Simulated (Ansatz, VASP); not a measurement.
# One calculation of Be, two programs

```xyz
1
Lattice="-1.1949 1.1949 1.1949 1.1949 -1.1949 1.1949 1.1949 1.1949 -1.1949" Properties=species:S:1:pos:R:3 pbc="T T T"
Be    0.0000    0.0000    0.0000
```

Alike in both runs: task single point; functional PBEsol; k mesh 20 × 20 × 20; occupations fermi-dirac, width 0.1 eV; no spin polarisation.

```csv
,VASP,Ansatz
version,VASP 6.6.1,Ansatz 0.2.0
potentials or method,"VASP PAW PBE potentials, release 64 (Be)","plane waves (420 eV) with PAW, scalar-relativistic"
plane-wave cutoff (eV),520,420
valence electrons in the cell,2,2
```

|  | VASP | Ansatz | Ansatz less VASP |
| --- | --- | --- | --- |
| pressure (GPa) | 20.1 | 19.6 | -0.52 |

The functional is the same, so the differences come from potentials, cutoffs and numerics. Ansatz warned: «pseudo_functional_mismatch».

Caveats: so large a pressure means that the cell lies far from this level's equilibrium, or that cutoff or potentials fall short (VASP); the potentials were made for another functional, which shifts forces and pressure (VASP).
